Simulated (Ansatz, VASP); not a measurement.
# One calculation of CoO, two programs

```
Co O
1.0
    -1.50800    1.50800    2.10725
     1.50800   -1.50800    2.10725
     1.50800    1.50800   -2.10725
Co O
1 1
Direct
  0.00000 0.00000 0.00000
  0.50000 0.50000 0.00000
```

Alike in both runs: task single point; functional PBEsol; k mesh 10 × 10 × 10; occupations gaussian, width 0.4 eV; collinear spin.

|  | VASP | Ansatz |
| --- | --- | --- |
| version | VASP 6.6.1 | Ansatz 0.2.0 |
| potentials or method | VASP PAW PBE potentials, release 64 (Co, O) | scalar-relativistic, plane waves, PAW |
| plane-wave cutoff (eV) | 520 | 420 |
| valence electrons in the cell | 15 | 23 |

Ansatz gave:

```
gap on the k mesh at the Fermi level (eV)                     : none
pressure (GPa)                                                : -9.4
largest component of the traceless stress (GPa)               : 0.36
net moment per atom (μB)                                      : 1.41
size of the moment on the site where the two differ most (μB) : 2.39
```

Problem. Estimate VASP's values.

Solution. gap on the k mesh at the Fermi level (eV): none; pressure (GPa): -9.9; largest component of the traceless stress (GPa): 0.34; net moment per atom (μB): 1.39; size of the moment on the site where the two differ most (μB): 2.46.

Site moments also hang on the region over which each program counts them. A gap of «none» marks a metal or a gap that the smearing closes. The two sets of potentials don't hold the same shells in valence.

Caveats: the PAW data sets were made with another functional, which shifts forces and pressure a little (VASP); a cell with one magnetic atom can't hold antiferromagnetic order, which such compounds often take; semilocal functionals often make such compounds metallic where correlation or magnetic order opens a gap, which also shifts bond lengths.
